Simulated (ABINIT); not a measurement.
ZrN:

```xyz
2
Lattice="0.0000 2.3000 2.3000 2.3000 0.0000 2.3000 2.3000 2.3000 0.0000" Properties=species:S:1:pos:R:3 pbc="T T T"
Zr    2.3000    2.3000    2.3000
N     0.0000    0.0000    0.0000
```

Program: ABINIT 10.8.3 (patched build). Alike in all runs: cell as given; smearing fermi-dirac 0.05 eV. Hardware: 1 thread of Arm Neoverse V1, on a shared host.

Q: Order these runs on this cell by their wall time, lowest first.
A. task single point; level PBE; potentials or basis JTH PAW PBE v2.0; spin off; k mesh 10 × 10 × 10; cutoff (eV) 707; fine-grid cutoff 1306.15 eV; mesh quality not flagged
B. task band structure; level revPBE; potentials or basis JTH PAW PBE v2.0; spin off; k mesh 10 × 10 × 10; cutoff (eV) 707; fine-grid cutoff 1306.15 eV; mesh quality not flagged
C. task single point; level LDA; potentials or basis JTH PAW LDA v2.0; spin off; k mesh 6 × 6 × 6; cutoff (eV) 680; fine-grid cutoff 1278.94 eV; mesh quality coarse
D. task band structure; level PBEsol; potentials or basis JTH PAW PBE v2.0; spin SOC, no magnetisation; k mesh 10 × 10 × 10; cutoff (eV) 707; fine-grid cutoff 1306.15 eV; mesh quality not flagged

A: C (7.6 s), A (24 s), B (48 s), D (260 s).

Caveats: some runs use coarse meshes.
